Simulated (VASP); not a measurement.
# GaAs in VASP: one cell, several levels of theory

What does VASP give for the published phase of GaAs, under +2.6 % strain along z alone, the cell held fixed? Runs: PBE, r2SCAN.

The runs shown are made with VASP 6.6.1. PAW datasets, plane waves. Computed at 0 K without zero-point motion; spin polarisation is off.

### 1 Starting point

The cell comes from an earlier relaxation with r2SCAN in another program, then strained, with the atoms relaxed again.

Space group I-4m2 (No. 119), tetragonal; conventional cell a = 4.007 Å, c = 5.815 Å, 23.34 Å³ an atom. Near Ga stand 4 As at 2.48 Å; near As stand 4 Ga at 2.48 Å.

Coordinates:

```
CELL_PARAMETERS angstrom
0.00000 2.83308 2.90731
2.83308 0.00000 2.90731
2.83308 2.83308 0.00000
ATOMIC_POSITIONS crystal
Ga 0.00000 0.00000 0.00000
As 0.25000 0.25000 0.25000
```

### 2 PBE

Contents of INCAR:

```
ENCUT = 520.000000
SIGMA = 0.020000
EDIFF = 1.00e-07
GGA = PE
PREC = Accurate
IBRION = -1
ISIF = 2
ISMEAR = -1
NBANDS = 16
NELM = 120
NSW = 0
LASPH = .TRUE.
LCHARG = .FALSE.
LWAVE = .FALSE.
LREAL = .FALSE.
```

Contents of KPOINTS:

```
KPOINTS created by Atomic Simulation Environment
0
Gamma
8 8 8
0 0 0
```

Contents of KPOINTS_OPT:

```
special points
6
Reciprocal
0.0000000000 0.0000000000 0.0000000000 1
-0.5000000000 -0.5000000000 0.0000000000 1
-0.3750000000 -0.3750000000 0.2500000000 1
-0.3750000000 0.0000000000 0.3750000000 1
0.0000000000 0.0000000000 0.5000000000 1
-0.5000000000 -0.2500000000 0.2500000000 1
```

Contents of POSCAR:

```
Ga As
 1.0000000000000000
     0.0000000000000000    2.8330831925000002    2.9073099721000002
     2.8330831925000002    0.0000000000000000    2.9073099721000002
     2.8330831925000002    2.8330831925000002    0.0000000000000000
 Ga  As
   1   1
Cartesian
  0.0000000000000000  0.0000000000000000  0.0000000000000000
  1.4165415962500001  1.4165415962500001  1.4536549860500001
```

The run uses the recommended PBE PAW datasets (18 valence electrons a neutral cell).

The run is started by

```console
$ mpirun -np 1 vasp_std
```

### 3 Single point with r2SCAN

Contents of INCAR:

```
ENCUT = 520.000000
SIGMA = 0.010000
EDIFF = 1.00e-07
ALGO = Normal
METAGGA = R2SCAN
PREC = Accurate
IBRION = -1
ISIF = 2
ISMEAR = 0
NBANDS = 16
NELM = 120
NSW = 0
LASPH = .TRUE.
LCHARG = .FALSE.
LWAVE = .FALSE.
LREAL = .FALSE.
```

KPOINTS is that of step 2.

KPOINTS_OPT is that of step 2.

POSCAR is that of step 2.

Before running it: what results should come out? Wanted: for each run, gap; pressure.

**Answer**, as computed:

| level | gap (eV) | pressure (GPa) |
| --- | --- | --- |
| PBE | 0.22 | 1.14 |
| r2SCAN | 0.68 | -1.67 |

The gap spans 0.22 eV (PBE) to 0.68 eV (r2SCAN). The pressure is highest with PBE (1.1 GPa) and lowest with r2SCAN (-1.7 GPa), which orders the cells that they would relax to.
